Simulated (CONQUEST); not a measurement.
# CdSe under changes of volume

One of the cells (28.942 Å³/atom); the others are scaled copies at fixed shape and fractional positions:

```
CELL_PARAMETERS angstrom
4.34202 0.00000 0.00000
0.00000 4.34202 0.00000
0.00000 0.00000 6.14054
ATOMIC_POSITIONS crystal
Cd 0.00000 0.00000 0.00000
Cd 0.50000 0.50000 0.50000
Se 0.00000 0.50000 0.75000
Se 0.50000 0.00000 0.25000
```

Measurements of this composition are mostly on another form, of space group No. 186.

```yaml
Program: CONQUEST 1.3
Functional: PBE
Potentials_or_basis: PseudoDojo NC PBE, SZ, grid of 48 × 48 × 60 points
k_mesh: 6 × 6 × 5
Occupations: fermi-dirac, width 0.05 eV
Spin: no spin polarisation
```

```tsv
volume (Å³/atom)	energy over the lowest point (meV/atom)	pressure (GPa)
27.206	160.22	11.8
27.784	120.81	10.1
28.363	87.06	8.6
28.942	?	?
29.521	34.93	5.9
30.100	15.56	4.8
30.679	0.00	3.8
```

What does the run at 28.942 Å³/atom give?

Energy over the lowest point 58.52 meV/atom; pressure 7.2 GPa.

Worked out: A Birch-Murnaghan fit of order 3 (a polynomial in V^(-2/3)) to the other rows has no minimum within the range. It gives 58.64 meV/atom at 28.942 Å³/atom, against the run's 58.52, and -dE/dV = 7.2 GPa, against 7.2.

Energies are extrapolated to zero smearing.

Caveats: the atomic basis is small; the basis of atomic orbitals isn't converged, which shifts pressures, moduli and gaps.
